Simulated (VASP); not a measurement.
Input of a VASP 6.6.1 run:

The input INCAR:

```
PREC = Accurate
ENCUT = 350
EDIFF = 1E-7
ISMEAR = 0
SIGMA = 0.02
LREAL = False
LASPH = True
NELM = 120
ALGO = Normal
ISIF = 3
LWAVE = False
LCHARG = False
ISPIN = 2
MAGMOM = 5 -5 0 0
LORBIT = 11
LMAXMIX = 4
IBRION = 2
NSW = 80
EDIFFG = -0.002
```

The input KPOINTS:

```
regular mesh
0
Gamma
  6 6 4
```

POSCAR

```
MnS                                     
1.0
    3.7076418944      0.0000000000     -0.0000000000
   -1.8538209472      3.2109120723     -0.0000000000
   -0.0000000000     -0.0000000000      6.0175813385
  Mn              S             
     2     2
Direct
     0.3333333300000021    0.6666666699999979    0.0109005806915684
     0.6666666699999979    0.3333333300000021    0.5109005806915686
     0.3333333300000021    0.6666666699999979    0.3740994193084297
     0.6666666699999979    0.3333333300000021    0.8740994193084294
```

Potentials or basis: VASP PAW LDA potentials, release 64 (Mn_pv, S).

Run with:

```console
$ cat potpaw_LDA.64/Mn_pv/POTCAR potpaw_LDA.64/S/POTCAR > POTCAR
$ mpirun -np 1 vasp_std > vasp.out
```

Problem. Estimate the band gap on the k mesh.

Solution. 0.02 eV, indirect (least direct gap 0.78 eV).

Problem. What does it give for the net moment?

Solution. 0.00 μB per cell.

The path:
| step | energy change (eV) | largest force (eV/Å) | pressure (GPa) | volume (Å³) |
| --- | --- | --- | --- | --- |
| 1 | 0.0000 | 0.0013 | 0.23 | 71.64 |
| 2 | -0.0003 | 0.0155 | 0.11 | 71.91 |
| 3 | -0.0004 | 0.0383 | 0.02 | 72.21 |
| 4 | -0.0006 | 0.0381 | 0.01 | 72.35 |
| 5 | -0.0010 | 0.0136 | -0.01 | 72.77 |
| 6 | -0.0010 | 0.0047 | -0.06 | 72.85 |
| 7 | -0.0010 | 0.0107 | -0.03 | 72.80 |
| 8 | -0.0011 | 0.0069 | -0.01 | 72.76 |
| 9 | -0.0011 | 0.0032 | 0.02 | 72.71 |
| 10 | -0.0011 | 0.0032 | 0.02 | 72.71 |
| 11 | -0.0011 | 0.0032 | 0.02 | 72.71 |
| 12 | -0.0010 | 0.0029 | 0.02 | 72.69 |
| 13 | -0.0011 | 0.0031 | 0.00 | 72.70 |
| 14 | -0.0011 | 0.0027 | 0.02 | 72.70 |
| 15 | -0.0011 | 0.0002 | 0.02 | 72.70 |
| 16 | -0.0011 | 0.0026 | 0.02 | 72.71 |
| 17 | -0.0011 | 0.0029 | 0.01 | 72.71 |
| 18 | -0.0011 | 0.0001 | 0.00 | 72.72 |

A k mesh can miss the band edges. A hybrid or GW would open this gap; LDA tends to underestimate it.
